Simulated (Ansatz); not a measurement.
# Time and memory for Si

```yaml
crystal:
  lattice:
    - [0.0, 2.71535, 2.71535]
    - [2.71535, 0.0, 2.71535]
    - [2.71535, 2.71535, 0.0]
  atoms:
    - { symbol: Si, position: [0.0, 0.0, 0.0] }
    - { symbol: Si, position: [0.25, 0.25, 0.25] }
kpoints:
  mp_grid: { grid: [14, 14, 14] }
scf:
  occupations: { method: fermi_dirac, width: 0.02 }
hamiltonian:
  xc: pbesol
  pseudopotentials: { kind: paw }
output:
  forces: true
  stress: true
  populations: true
  efg: { contact_densities: true }
```

```sh
ansatz run input.yaml --threads 1 --pin off --max-ram 3072MiB --backend cpu --events-out ev --progress --plain --runs-dir out
```

It runs on 1 thread of Intel Xeon 6975P-C (Granite Rapids) (x86_64; 16 cores open to the job, memory cap 3.0 GiB, no GPU), a shared host with a load of 0.1 a core.

(1) Estimate the wall time and the peak memory.

Answers

(1) About 1.7 s of wall time (1.7 s of CPU time) and 0.39 GiB. The run holds 8 valence electrons in 8 bands, about 749 plane waves a k-point and 104 irreducible k-points, and took 6 SCF iterations. Times on a shared host vary by tens of per cent.
